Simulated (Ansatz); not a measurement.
# ZnS: relaxed-ion elastic tensor

These are results of DFT PBE, scalar-relativistic, plane waves, PAW (Ansatz 0.2.0), not measurements. Plane waves to 420 eV; Γ-centred k mesh 6×6×8; fixed occupations. No spin polarisation.

The cell, relaxed at this level:
```yaml
crystal:
  lattice:
    - [6.07622, 0.00000, 0.00000]
    - [-3.03811, 5.26216, 0.00000]
    - [0.00000, 0.00000, 3.69915]
  atoms:
    - { symbol: Zn, position: [0.61523, 0.00000, 0.66667] }
    - { symbol: Zn, position: [0.00000, 0.61523, 0.33333] }
    - { symbol: Zn, position: [0.38477, 0.38477, 0.00000] }
    - { symbol: S, position: [0.36748, 0.00000, 0.16667] }
    - { symbol: S, position: [0.00000, 0.36748, 0.83333] }
    - { symbol: S, position: [0.63252, 0.63252, 0.50000] }
```

The cell was found from a structure generator's guess, not taken from experiment.

**Question.** Give the relaxed-ion elastic constants (GPa, Voigt order xx yy zz yz xz xy, on the Cartesian axes of the cell above).

**Answer.**
```
123.2  51.7  36.9  -8.8   0.0   0.0
 51.7 123.2  36.9   8.8   0.0   0.0
 36.9  36.9 118.0   0.0   0.0   0.0
 -8.8   8.8   0.0  26.2   0.0   0.0
  0.0   0.0   0.0   0.0  26.2  -8.8
  0.0   0.0   0.0   0.0  -8.8  35.8
```

**Question.** Is the crystal stable against homogeneous strain?

**Answer.** Yes: the least eigenvalue of the tensor is 21.0 GPa.

**Question.** And the moduli of a polycrystal (Hill averages)?

**Answer.** B = 68 GPa, G = 32 GPa, E = 82 GPa, ν = 0.30.
